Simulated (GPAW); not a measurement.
Something may be wrong with this GPAW 26.7.0 calculation of TiC.

File run.py:

```python
import json
import numpy as np
from ase.dft.bandgap import bandgap
from ase.dft.wannier import Wannier
from ase.io import read, write
from ase.units import GPa
from gpaw import GPAW, PW, setup_paths

setup_paths.insert(0, '.')

atoms = read('POSCAR')

calc = GPAW(mode=PW(800),
            xc='LDA',
            kpts={'size': (6, 6, 6), 'gamma': True},
            occupations={'name': 'fermi-dirac', 'width': 0.05},
            nbands=18,
            convergence={'density': 1e-05, 'energy': 1e-05},
            charge=3,
            maxiter=80,
            txt='gpaw.txt')
atoms.calc = calc
energy = atoms.get_potential_energy()
forces = atoms.get_forces()
stress = atoms.get_stress()
calc.write('gs.gpw')
write('result.traj', atoms)
print(f'Energy: {energy:.6f} eV')
print('Forces (eV/A):')
print(forces.round(4))
print('Stress (GPa):', (stress / GPa).round(3))
print('Fermi level:', round(calc.get_fermi_level(), 4), 'eV')
print(f'Gap: {bandgap(calc)[0]:.4f} eV, direct: {bandgap(calc, direct=True)[0]:.4f} eV')

nocc = int(round(calc.get_number_of_electrons() / 2))
full = calc.fixed_density(kpts={'size': (4, 4, 4), 'gamma': True}, symmetry='off', nbands=nocc + 6,
                          convergence={'bands': nocc}, txt='full.txt')
wan, values = None, []
for seed in range(6):  # several starts, since the search can end in a local maximum
    trial = Wannier(nwannier=nocc, calc=full, nbands=nocc, functional='std',
                    initialwannier='random' if seed == 0 else 'random', rng=np.random.RandomState(seed))
    trial.localize(tolerance=1e-6)
    values.append(trial.get_functional_value())
    print(f'start {seed}: functional {values[-1]:.5f}', flush=True)
    if values[-1] == max(values):
        wan = trial
wan.localize(step=0.1, tolerance=1e-8)
wan.translate_all_to_cell((0, 0, 0))
centres, spreads = wan.get_centers(), wan.get_spreads()
for x, s in zip(centres, spreads):
    d = np.linalg.norm(atoms.repeat(3).positions - atoms.cell.sum(0) - x, axis=1)
    print(x.round(4), f'spread {s:.4f} A^2, nearest {atoms[d.argmin() % len(atoms)].symbol} at {d.min():.3f} A')
onsite = wan.get_hopping((0, 0, 0)).diagonal().real
print('On-site energies:', onsite.round(4))
json.dump({'centres': centres.tolist(), 'spreads': spreads.tolist(), 'onsite': onsite.tolist(), 'values': values},
          open('wannier.json', 'w'))
```

File POSCAR:

```
TiC
1.0
    0.0000000000      2.1657188437      2.1657188437
    2.1657188437      0.0000000000      2.1657188437
    2.1657188437      2.1657188437      0.0000000000
Ti C
1 1
Direct
    0.0000000000      0.0000000000      0.0000000000
    0.5000000000      0.5000000000      0.5000000000
```

Potentials or basis: PAW data sets generated in the run's folder for this functional, pw.

Command:

```sh
$ gpaw-setup -f LDA C Ti
$ OMP_NUM_THREADS=1 python run.py
```

gpaw.txt:

```text
__  _  _
 | _ |_)|_||  |
 |__||  | ||/\| - 26.7.0

Input parameters:
  mode=PW(ecut=800.0),
  charge=3,
  convergence={'density': 1e-05, 'energy': 1e-05},
  kpts=MonkhorstPack(size=(6, 6, 6), gamma=True),
  maxiter=80,
  nbands=18,
  occupations=Occupations(name='fermi-dirac', width=0.05),
  xc=XC(name='LDA')

Diagonalizing LCAO Hamiltonian
Converting LCAO to pw mode

              C

       Ti

Atoms  # Å, Bohr magnetons
|   | symbol |        x |        y |        z |    initial magnetic moments |
|---|--------|----------|----------|----------|-----------------------------|
| 0 |     Ti | 0.000000 | 0.000000 | 0.000000 | ( 0.0000,  0.0000,  0.0000) |
| 1 |      C | 2.165719 | 2.165719 | 2.165719 | ( 0.0000,  0.0000,  0.0000) |

Unit cell  # Å
| periodic |        x |        y |        z |  lengths |    angles |
|----------|----------|----------|----------|----------|-----------|
|      yes | 0.000000 | 2.165719 | 2.165719 | 3.062789 | 60.000000 |
[... 185 lines left out ...]
maximum number of iterations: 80

SCF iterations
|iter     | |      energy | eigst |  dens |
|---------|-|-------------|-------|-------|
|iter:   1| |  -45.078854 | -0.04 |       |
|iter:   2| |  -44.859675 | -2.33 | -0.94 |
|iter:   3| |  -43.707260 | -1.12 | -0.97 |
|iter:   4| |  -43.697463 | -2.47 | -1.78 |
|iter:   5| |  -43.698153 | -4.36 | -2.47 |
|iter:   6| |  -43.698524 | -4.83 | -2.75 |
|iter:   7| |  -43.698526 | -6.73 | -3.99 |
|iter:   8| |  -43.698526c| -8.13c| -4.59 |
|iter:   9| |  -43.698526c| -9.17c| -5.83c|

Converged in 9 steps
Energy contributions relative to reference atoms: (reference = -24192.751600)

Energy contributions:
  Kinetic:        -101.005671
  Coulomb:          30.856403
  Zero:              0.521497
  External:          0.000000
  Xc:               25.944109
  Entropy:          -0.029726
  Spinorbit:         0.000000
  ----------------------------
  Free energy:     -43.713389
  Extrapolated:    -43.698526

dipole moment: (-8.066480, -8.066480, -8.066480)  # |e|*Ang

Fermi level: 7.369
[... 22 lines left out ...]
Forces  # eV/Ang
|        x |       y |        z |
|----------|---------|----------|
| -0.00000 | 0.00000 | -0.00000 |  # Ti   0
| -0.00000 | 0.00000 |  0.00000 |  # C    1

Stress tensor  # eV/Ang^3
|         x |         y |         z |
|-----------|-----------|-----------|
|  1.741606 | -0.000000 | -0.000000 |
| -0.000000 |  1.741606 |  0.000000 |
| -0.000000 |  0.000000 |  1.741606 |

# Writing to gs.gpw (mode='')
```

On the terminal:

```text
Energy: -43.698526 eV
Forces (eV/A):
[[-0.  0. -0.]
 [-0.  0.  0.]]
Stress (GPa): [279.036 279.036 279.036   0.     -0.     -0.   ]
Fermi level: 7.3688 eV
[... 1 line left out ...]
start 0: functional 14.93080
start 1: functional 14.93646
start 2: functional 14.93357
start 3: functional 14.73693
start 4: functional 14.93412
start 5: functional 14.93768
[2.2992 2.2991 4.1961] spread 6.9118 A^2, nearest Ti at 0.232 A
[2.1898 2.1233 4.2296] spread 0.2021 A^2, nearest Ti at 0.113 A
[2.2157 0.0934 2.198 ] spread 0.2018 A^2, nearest Ti at 0.111 A
[2.1642 2.1643 2.1671] spread 1.1201 A^2, nearest C at 0.002 A
[4.2223 2.1779 2.1742] spread 0.2042 A^2, nearest Ti at 0.110 A
[2.1954 4.2468 2.2363] spread 0.2011 A^2, nearest Ti at 0.114 A
On-site energies: [  6.0608 -29.5618 -29.5927   0.0901 -29.311  -29.7766]
```

**Question.** Diagnose the run.

**Answer.** Self-consistency was reached. The input holds a flaw that was put in on purpose: cell charged by several electrons (charge = 3). The program doesn't stop on it, so the numbers can't be trusted though the run ends normally.
